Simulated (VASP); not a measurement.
# PtS2 (P-3m1) in VASP: notebook

One crystal, PtS2, is run at these levels: r2SCAN; tasks: single point.

All numbers are computed with VASP 6.6.1; they aren't measurements. Logs are shortened: lines on timing, memory, paths and dates and some standing lists are left out, and cuts for length are marked.

## Step 1: Starting point

The structure is trigonal, space group P-3m1 (No. 164). Conventional cell: a = 3.543 Å, b = 3.543 Å, c = 5.039 Å, α = 90.00°, β = 90.00°, γ = 120.00°. Around Pt (site symmetry -3m) lie 6 S at 2.34 Å. Around S (site symmetry 3m) lie 3 Pt at 2.34 Å.

## Step 2: Single point, r2SCAN

Contents of INCAR:

```
SYSTEM = PtS2
  PREC = Accurate
  ENCUT = 400
  EDIFF = 1E-7
  ISMEAR = 0
  SIGMA = 0.05
  LREAL = .FALSE.
  LASPH = .TRUE.
  NELM = 100
  ALGO = Normal
  ISIF = 2
  LWAVE = .FALSE.
  LCHARG = .FALSE.
  METAGGA = R2SCAN
  LMIXTAU = .TRUE.
  ADDGRID = .FALSE.
```

Contents of KPOINTS:

```
regular mesh
0
G
  4 4 2
  0 0 0
```

Contents of POSCAR:

```
PtS2
1.0
    3.5432000000      0.0000000000      0.0000000000
   -1.7716000000      3.0685012107      0.0000000000
    0.0000000000      0.0000000000      5.0388000000
Pt S
1 2
Direct
    0.0000000000      0.0000000000      0.0000000000
    0.6666666667      0.3333333333      0.7730000000
    0.3333333333      0.6666666667      0.2270000000
```

Potentials or basis: VASP PAW PBE potentials, release 64 (Pt, S).

On the command line:

```bash
cat potpaw_PBE.64/Pt/POTCAR potpaw_PBE.64/S/POTCAR > POTCAR
mpirun -np 1 vasp_std > vasp.out
```

OUTCAR:

```text
SYSTEM = PtS2
   PREC = Accurate
   ENCUT = 400
   EDIFF = 1E-7
   ISMEAR = 0
   LREAL = .FALSE.
   LASPH = .TRUE.
   NELM = 100
   ISIF = 2
   METAGGA = R2SCAN

 Found      8 irreducible k-points:

 Following reciprocal coordinates:
            Coordinates               Weight
  0.000000  0.000000  0.000000      1.000000
  0.250000  0.000000  0.000000      6.000000
  0.500000  0.000000  0.000000      3.000000
  0.250000  0.250000  0.000000      6.000000
  0.000000  0.000000  0.500000      1.000000
  0.250000  0.000000  0.500000      6.000000
   k-points           NKPTS =      8   k-points in BZ     NKDIM =      8   number of bands    NBANDS=     15
   number of dos      NEDOS =    301   number of ions     NIONS =      3
   total plane-waves  NPLWV =  20736
   dimension x,y,z NGX =    24 NGY =   24 NGZ =   36
   dimension x,y,z NGXF=    48 NGYF=   48 NGZF=   72
   ions per type =               1   2
   NGX,Y,Z   is equivalent  to a cutoff of  11.26, 11.26, 11.88 a.u.
   NGXF,Y,Z  is equivalent  to a cutoff of  22.52, 22.52, 23.76 a.u.
 SYSTEM =  PtS2
   PREC   = accura    normal or accurate (medium, high low for compatibility)
   ISTART =      0    job   : 0-new  1-cont  2-samecut
   ICHARG =      2    charge: 1-file 2-atom 10-const
   ISPIN  =      1    spin polarized calculation?
   LNONCOLLINEAR =      F non collinear calculations
   LSORBIT =      F    spin-orbit coupling
   LASPH  =      T    aspherical Exc in radial PAW
   ENCUT  =  400.0 eV  29.40 Ry    5.42 a.u.   5.78  5.78  8.22*2*pi/ulx,y,z
   NELM   =    100;   NELMIN=  2; NELMDL= -5     # of ELM steps
   EDIFF  = 0.1E-06   stopping-criterion for ELM
   LREAL  =      F    real-space projection
   EDIFFG = 0.1E-05   stopping-criterion for IOM
   NSW    =      0    number of steps for IOM
   IBRION =     -1    ionic relax: 0-MD 1-quasi-New 2-CG
   NFREE  =      0    steps in history (QN), initial steepest desc. (CG)
   ISIF   =      2    stress and relaxation
   ISYM   =      2    0-nonsym 1-usesym 2-fastsym
   POTIM  = 0.5000    time-step for ionic-motion
   TEBEG  =    0.0;   TEEND  =   0.0 temperature during run
   PSTRESS=    0.0 pullay stress
   NELECT =      22.0000    total number of electrons
   NUPDOWN=      -1.0000    fix difference up-down
   EMIN   =  10.00;   EMAX   =-10.00  energy-range for DOS
   EFERMI =   0.00;   METHOD = LEGACY
   ISMEAR =     0;   SIGMA  =   0.05  broadening in eV -4-tet -1-fermi 0-gaus
   EFERMI_NEDOS =   21; number of points for ismear=-14 and -15
   IALGO  =     38    algorithm
   IMIX   =      4    mixing-type and parameters
     AMIX     =   0.40;   BMIX     =  1.00
     AMIX_MAG =   1.60;   BMIX_MAG =  1.00
  volume/ion in A,a.u.               =      18.26       123.23
  Fermi-wavevector in a.u.,A,eV,Ry     =   1.207812  2.282434 19.848315  1.458810
  Thomas-Fermi vector in A             =   2.343439
   LORBIT       =      0    0 simple, 1 ext, 2 COOP (PROOUT), +10 PAW based schemes
   METAGGA = R2SCAN    functional components
   LHFCALC =     F    Hartree Fock is set to
   AEXX    =    0.0000 exact exchange contribution
   IVDW    =     0    specifies the selected vdW correction
   LEPSILON=     F    determine dielectric tensor
   LRPA    =     F    only Hartree local field effects (RPA)
 non-spin polarized calculation
 Gauss-broadening in eV      SIGMA  =   0.05
  energy-cutoff  :      400.00
  volume of cell :       54.78
 maximum number of plane-waves:      1008
 NGX is ok and might be reduce to    24
   NGX = 11   NGY = 11   NGZ = 17

 number of electron      21.9999993 magnetization

 Free energy of the ion-electron system (eV)
  ---------------------------------------------------
  ext. energy  EPLUGINS =         0.00000000
  ---------------------------------------------------
  free energy    TOTEN  =       -68.75537324 eV

  energy without entropy =      -68.75537324  energy(sigma->0) =      -68.75537324

 E-fermi :   6.6202     XC(G=0): -11.2826

 val. band max:        6.4074044256   @ k =   0.0000   0.0000   0.0000
 cond. band min:       7.7221249389   @ k =   0.2500   0.2500   0.0000
 fundamental gap:      1.3147205133
 Fermi energy:         6.6201984201

 k-point     1 :       0.0000    0.0000    0.0000
  band No.  band energies     occupation
      1      -9.7101      2.00000
      2      -6.3457      2.00000
      3      -0.7921      2.00000
      4      -0.7921      2.00000
      5      -0.6692      2.00000
      6       2.3538      2.00000
      7       2.3538      2.00000
      8       4.6308      2.00000
      9       5.3221      2.00000
     10       5.3221      2.00000
     11       6.4074      2.00000
     12       9.1520      0.00000
     13       9.1520      0.00000
     14      11.7408      0.00000
     15      12.8997      0.00000

 k-point     2 :       0.2500    0.0000    0.0000
  band No.  band energies     occupation
      1      -8.8982      2.00000
      2      -6.8041      2.00000
      3      -0.3116      2.00000
      4      -0.2825      2.00000
      5       0.2273      2.00000
      6       1.1268      2.00000
      7       1.9874      2.00000
      8       3.3545      2.00000
      9       4.9207      2.00000
     10       4.9315      2.00000
     11       5.8388      2.00000
     12       8.2173      0.00000
     13       9.0385      0.00000
     14      12.4767      0.00000
     15      14.8050      0.00000

 k-point     3 :       0.5000    0.0000    0.0000
  band No.  band energies     occupation
      1      -7.6394      2.00000
      2      -7.3550      2.00000
      3      -1.3177      2.00000
      4       0.1079      2.00000
      5       1.0708      2.00000
      6       1.9990      2.00000
      7       2.9728      2.00000
      8       3.0093      2.00000
      9       3.1150      2.00000
     10       3.4126      2.00000
     11       4.1034      2.00000
     12       8.4671      0.00000
     13       9.5507      0.00000
     14      12.4038      0.00000
     15      13.5793      0.00000

 k-point     4 :       0.2500    0.2500    0.0000
  band No.  band energies     occupation
      1      -7.7704      2.00000
      2      -7.2172      2.00000
      3      -0.5203      2.00000
      4       0.0563      2.00000
      5       0.3189      2.00000
      6       1.3633      2.00000
      7       1.7339      2.00000
      8       3.0549      2.00000
      9       3.6606      2.00000
     10       4.1076      2.00000
     11       5.7555      2.00000
     12       7.7221      0.00000
     13       8.4225      0.00000
     14      12.6983      0.00000
     15      14.9658      0.00000

 k-point     5 :       0.0000    0.0000    0.5000
  band No.  band energies     occupation
      1      -9.4175      2.00000
      2      -7.0648      2.00000
      3      -0.7705      2.00000
      4      -0.7705      2.00000
      5       0.6253      2.00000
      6       2.3303      2.00000
      7       2.3303      2.00000
      8       3.9776      2.00000
      9       5.1298      2.00000
     10       5.1298      2.00000
     11       5.5891      2.00000
     12       9.6410      0.00000
     13       9.6410      0.00000
     14      12.4478      0.00000
     15      14.4506      0.00000

 k-point     6 :       0.2500    0.0000    0.5000
  band No.  band energies     occupation
      1      -8.6228      2.00000
      2      -7.2226      2.00000
      3      -0.7387      2.00000
      4      -0.2930      2.00000
      5       0.6159      2.00000
      6       1.5102      2.00000
      7       1.9604      2.00000
      8       3.4801      2.00000
      9       5.0996      2.00000
     10       5.1852      2.00000
     11       5.6537      2.00000
     12       7.8316      0.00000
     13       8.7139      0.00000
     14      12.5011      0.00000
     15      14.2485      0.00000

 [... further k-points ...]

------------------------ aborting loop because EDIFF is reached ----------------------------------------

  FORCE on cell =-STRESS in cart. coord.  units (eV):
  Direction    XX          YY          ZZ          XY          YZ          ZX
  --------------------------------------------------------------------------------------
  -------------------------------------------------------------------------------------
  Total        3.1795314      3.1795314      2.9789964      0.0000000      0.0000000     -0.0000000
  in kB       92.9875077     92.9875077     87.1227309      0.0000000      0.0000000     -0.0000000
  external PRESSURE =      91.0325821 kB  Pullay stress =       0.0000000 kB

 VOLUME and BASIS-vectors are now :
 -----------------------------------------------------------------------------
  energy-cutoff  :      400.00
  volume of cell :       54.78
      direct lattice vectors                 reciprocal lattice vectors
     3.543200000  0.000000000  0.000000000     0.282230752  0.162946001  0.000000000
    -1.771600000  3.068501211  0.000000000     0.000000000  0.325892001  0.000000000
     0.000000000  0.000000000  5.038800000     0.000000000  0.000000000  0.198459951

 POSITION                                       TOTAL-FORCE (eV/Angst)
 -----------------------------------------------------------------------------------
      0.00000      0.00000      0.00000         0.000000      0.000000      0.000000
      1.77160      1.02283      3.89499         0.000000      0.000000     -1.299023
     -0.00000      2.04567      1.14381        -0.000000      0.000000      1.299023
 -----------------------------------------------------------------------------------
    total drift:                                0.000000     -0.000000     -0.000000

  FREE ENERGIE OF THE ION-ELECTRON SYSTEM (eV)
  ---------------------------------------------------
  free  energy   TOTEN  =       -68.7553732420 eV

  energy  without entropy=      -68.7553732420  energy(sigma->0) =      -68.75537324
```

Wall time 18 s (1 thread of Intel Xeon Platinum 8559C (Emerald Rapids), shared host); peak memory 0.15 GiB.

These settings aren't checked as converged: the numbers below hold their error.

What came out:

```
Free energy            : -68.7554 eV
Pressure               : 9.1 GPa
Largest force          : 1.299 eV/Å
Band gap on the k mesh : 1.31 eV, indirect (least direct gap 1.97 eV)
```

Caveat: the k mesh is coarse (spacing up to 0.62 Å⁻¹), so the values aren't converged; the PAW data sets were made with another functional, which shifts forces and pressure a little; spin-orbit coupling is left out, which moves the levels of the heavy elements.

## Step 3: Single point, r2SCAN

INCAR, as its differences from that of step 2:

```diff
@@ -5,3 +5,3 @@
   ISMEAR = 0
-  SIGMA = 0.05
+  SIGMA = 0.5
   LREAL = .FALSE.
```

KPOINTS is that of step 2.

POSCAR is that of step 2.

Potentials or basis: VASP PAW PBE potentials, release 64 (Pt, S).

On the command line:

```bash
cat potpaw_PBE.64/Pt/POTCAR potpaw_PBE.64/S/POTCAR > POTCAR
mpirun -np 1 vasp_std > vasp.out
```

Wall time 21 s (1 thread of Intel Xeon Platinum 8559C (Emerald Rapids), shared host); peak memory 0.16 GiB.

These settings aren't checked as converged: the numbers below hold their error.

What came out:

```
Free energy            : -68.7569 eV
Pressure               : 9.1 GPa
Largest force          : 1.312 eV/Å
Band gap on the k mesh : 1.32 eV, indirect (least direct gap 1.97 eV)
```

Caveat: the k mesh is coarse (spacing up to 0.62 Å⁻¹), so the values aren't converged; the PAW data sets were made with another functional, which shifts forces and pressure a little; spin-orbit coupling is left out, which moves the levels of the heavy elements.

## Step 4: Single point, r2SCAN

INCAR, as its differences from that of step 3:

```diff
@@ -5,3 +5,3 @@
   ISMEAR = 0
-  SIGMA = 0.5
+  SIGMA = 0.2
   LREAL = .FALSE.
```

KPOINTS is that of step 3.

POSCAR is that of step 3.

On the command line:

```bash
cat potpaw_PBE.64/Pt/POTCAR potpaw_PBE.64/S/POTCAR > POTCAR
mpirun -np 1 vasp_std > vasp.out
```

It took 18 s on 1 thread of Intel Xeon Platinum 8559C (Emerald Rapids), shared host; peak memory 0.16 GiB.

These settings aren't checked as converged: the numbers below hold their error.

What came out:

```yaml
Free_energy: -68.7554 eV
Pressure: 9.1 GPa
Largest_force: 1.299 eV/Å
Band_gap_on_the_k_mesh: 1.31 eV, indirect (least direct gap 1.97 eV)
```

Caveat: the k mesh is coarse (spacing up to 0.62 Å⁻¹), so the values aren't converged; the PAW data sets were made with another functional, which shifts forces and pressure a little; spin-orbit coupling is left out, which moves the levels of the heavy elements.

## Step 5: Single point, r2SCAN

INCAR, as its differences from that of step 4:

```diff
@@ -5,3 +5,3 @@
   ISMEAR = 0
-  SIGMA = 0.2
+  SIGMA = 0.1
   LREAL = .FALSE.
```

KPOINTS is that of step 4.

POSCAR is that of step 4.

Potentials or basis: VASP PAW PBE potentials, release 64 (Pt, S).

On the command line:

```bash
cat potpaw_PBE.64/Pt/POTCAR potpaw_PBE.64/S/POTCAR > POTCAR
mpirun -np 1 vasp_std > vasp.out
```

OUTCAR:

```text
SYSTEM = PtS2
   PREC = Accurate
   ENCUT = 400
   EDIFF = 1E-7
   ISMEAR = 0
   LREAL = .FALSE.
   LASPH = .TRUE.
   NELM = 100
   ISIF = 2
   METAGGA = R2SCAN

 Found      8 irreducible k-points:

 Following reciprocal coordinates:
            Coordinates               Weight
  0.000000  0.000000  0.000000      1.000000
  0.250000  0.000000  0.000000      6.000000
  0.500000  0.000000  0.000000      3.000000
  0.250000  0.250000  0.000000      6.000000
  0.000000  0.000000  0.500000      1.000000
  0.250000  0.000000  0.500000      6.000000
   k-points           NKPTS =      8   k-points in BZ     NKDIM =      8   number of bands    NBANDS=     15
   number of dos      NEDOS =    301   number of ions     NIONS =      3
   total plane-waves  NPLWV =  20736
   dimension x,y,z NGX =    24 NGY =   24 NGZ =   36
   dimension x,y,z NGXF=    48 NGYF=   48 NGZF=   72
   ions per type =               1   2
   NGX,Y,Z   is equivalent  to a cutoff of  11.26, 11.26, 11.88 a.u.
   NGXF,Y,Z  is equivalent  to a cutoff of  22.52, 22.52, 23.76 a.u.
 SYSTEM =  PtS2
   PREC   = accura    normal or accurate (medium, high low for compatibility)
   ISTART =      0    job   : 0-new  1-cont  2-samecut
   ICHARG =      2    charge: 1-file 2-atom 10-const
   ISPIN  =      1    spin polarized calculation?
   LNONCOLLINEAR =      F non collinear calculations
   LSORBIT =      F    spin-orbit coupling
[... 75 lines left out ...]
     14      11.7408      0.00000
[... 77 lines left out ...]
      2      -7.2226      2.00000
      3      -0.7387      2.00000
      4      -0.2930      2.00000
      5       0.6159      2.00000
      6       1.5102      2.00000
      7       1.9604      2.00000
      8       3.4801      2.00000
      9       5.0996      2.00000
     10       5.1852      2.00000
     11       5.6537      2.00000
     12       7.8316      0.00000
     13       8.7139      0.00000
     14      12.5011      0.00000
     15      14.2485      0.00000

 [... further k-points ...]

------------------------ aborting loop because EDIFF is reached ----------------------------------------

  FORCE on cell =-STRESS in cart. coord.  units (eV):
  Direction    XX          YY          ZZ          XY          YZ          ZX
  --------------------------------------------------------------------------------------
  -------------------------------------------------------------------------------------
  Total        3.1795314      3.1795314      2.9789964      0.0000000      0.0000000      0.0000000
  in kB       92.9875080     92.9875080     87.1227308      0.0000000      0.0000000      0.0000000
  external PRESSURE =      91.0325823 kB  Pullay stress =       0.0000000 kB

 VOLUME and BASIS-vectors are now :
 -----------------------------------------------------------------------------
  energy-cutoff  :      400.00
  volume of cell :       54.78
      direct lattice vectors                 reciprocal lattice vectors
     3.543200000  0.000000000  0.000000000     0.282230752  0.162946001  0.000000000
    -1.771600000  3.068501211  0.000000000     0.000000000  0.325892001  0.000000000
     0.000000000  0.000000000  5.038800000     0.000000000  0.000000000  0.198459951

 POSITION                                       TOTAL-FORCE (eV/Angst)
 -----------------------------------------------------------------------------------
      0.00000      0.00000      0.00000         0.000000      0.000000      0.000000
      1.77160      1.02283      3.89499         0.000000      0.000000     -1.299023
     -0.00000      2.04567      1.14381        -0.000000      0.000000      1.299023
 -----------------------------------------------------------------------------------
    total drift:                                0.000000     -0.000000     -0.000000

  FREE ENERGIE OF THE ION-ELECTRON SYSTEM (eV)
  ---------------------------------------------------
  free  energy   TOTEN  =       -68.7553732416 eV

  energy  without entropy=      -68.7553732416  energy(sigma->0) =      -68.75537324
```

OSZICAR:

```text
N       E                     dE             d eps       ncg     rms          rms(c)
DAV:   1     0.466612683816E+02    0.46661E+02   -0.93852E+03   240   0.107E+03
DAV:   2    -0.710394201914E+02   -0.11770E+03   -0.11591E+03   310   0.231E+02
DAV:   3    -0.757157229548E+02   -0.46763E+01   -0.46609E+01   289   0.506E+01
[... 12 lines left out ...]
DAV:  16    -0.687553751744E+02   -0.33956E-04   -0.37377E-06   345   0.228E-02    0.350E-03
DAV:  17    -0.687553763983E+02   -0.12239E-05   -0.48436E-08   211   0.232E-03    0.465E-03
DAV:  18    -0.687553743521E+02    0.20462E-05   -0.31099E-07   250   0.542E-03    0.845E-04
DAV:  19    -0.687553732641E+02    0.10880E-05   -0.40524E-08   169   0.219E-03    0.717E-04
DAV:  20    -0.687553732416E+02    0.22580E-07   -0.26556E-09   141   0.499E-04
   1 F= -.68755373E+02 E0= -.68755373E+02  d E =-.298548E-12
```

Wall time 19 s (1 thread of Intel Xeon Platinum 8559C (Emerald Rapids), shared host); peak memory 0.16 GiB.

These settings aren't checked as converged: the numbers below hold their error.

Results:

| Item | Value |
| --- | --- |
| Free energy | -68.7554 eV |
| Pressure | 9.1 GPa |
| Largest force | 1.299 eV/Å |
| Band gap on the k mesh | 1.31 eV, indirect (least direct gap 1.97 eV) |

Caveat: the k mesh is coarse (spacing up to 0.62 Å⁻¹), so the values aren't converged; the PAW data sets were made with another functional, which shifts forces and pressure a little; spin-orbit coupling is left out, which moves the levels of the heavy elements.
